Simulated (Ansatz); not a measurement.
**PtAl2 and the effect of the dispersion correction**

The cell as given:

```cif
data_structure
_symmetry_space_group_name_H-M 'P 1'
_symmetry_Int_Tables_number 1
_cell_length_a 4.1790
_cell_length_b 4.1790
_cell_length_c 4.1790
_cell_angle_alpha 60.000
_cell_angle_beta 60.000
_cell_angle_gamma 60.000
_cell_volume 51.61
loop_
_atom_site_label
_atom_site_type_symbol
_atom_site_fract_x
_atom_site_fract_y
_atom_site_fract_z
_atom_site_occupancy
Pt1 Pt 0.00000 0.00000 0.00000 1
Al1 Al 0.75000 0.75000 0.75000 1
Al2 Al 0.25000 0.25000 0.25000 1
```

Kept alike: task relaxation of cell and atoms; functional PBEsol; k mesh 8 × 8 × 8; occupations fermi-dirac, width 0.05 eV; no spin polarisation. Program: Ansatz, Ansatz PAW, cutoff 420 eV. The mesh is that of the run's cell of 3 atoms. No spin-orbit coupling.

| dispersion correction | volume (Å³/atom) |
| --- | --- |
| D3(BJ) | 16.627 |
| D3(BJ)-ATM | 16.702 |
| D4 | 16.827 |
| none | 17.086 |

The relaxations keep at least the cell's symmetry (Fm-3m). For a metal such a mesh leaves the last digits unconverged. Relaxations stop with a little pressure left, so the last digits of a volume or edge aren't settled. All rows use potentials made for PBE.

What does the dispersion correction change here?

The volume runs from 16.627 (D3(BJ)) to 17.086 Å³/atom (none). Against no correction: D3(BJ) -2.7 %; D3(BJ)-ATM -2.2 %; D4 -1.5 %. Dispersion terms mostly attract and so lower the volume; the schemes' coefficients and damping set how far.

All three dispersion corrections contract PtAl2, most strongly with D3(BJ). In the cubic fluorite structure the atomic positions are fixed by symmetry, so the contraction shortens every Pt–Al contact in proportion rather than closing a weakly bound gap. Cohesion here comes from Pt d states mixing with Al s and p states, along with charge transfer towards the more electronegative Pt, and PBEsol already describes such dense bonding without added attraction. Conduction electrons also screen the fluctuating dipoles, which atom-pairwise coefficients capture poorly, so the extra contraction is probably overestimated.

The three-body term offsets a little of the D3(BJ) contraction, as expected for compact triangles of atoms, where it is repulsive. D4 contracts the cell least, possibly because its charge-dependent coefficients weaken the contribution of electron-poor Al. The uncorrected volume also stays closest to that of the supplied cell, but this favours omitting dispersion only if that cell is a measured one.
